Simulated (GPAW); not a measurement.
The system is In.

```
CELL_PARAMETERS angstrom
3.33548 0.00000 0.00000
-1.66774 2.88861 0.00000
0.00000 0.00000 5.50914
ATOMIC_POSITIONS crystal
In 0.66667 0.33333 0.75000
In 0.33333 0.66667 0.25000
```

This isn't the form of In at room conditions, which is tetragonal.

Base run:

```yaml
Program: GPAW 26.7.0
Functional: PBEsol
Potentials_or_basis: PAW data sets generated in the run's folder for this functional
Cutoff: 600 eV
Basis: pw
k_mesh: 7 × 7 × 4
Occupations: fermi-dirac, width 0.05 eV
Spin: no spin polarisation
```

Its results: pressure -2.1 GPa.

**Question.** The run is repeated on the same cell with these changes: functional from PBEsol to LDA; potentials or basis from PAW data sets generated in the run's folder for this functional to the program's PAW data sets (release 1.2.1) made for this functional. What comes out?

**Answer.** Pressure -3.5 GPa.
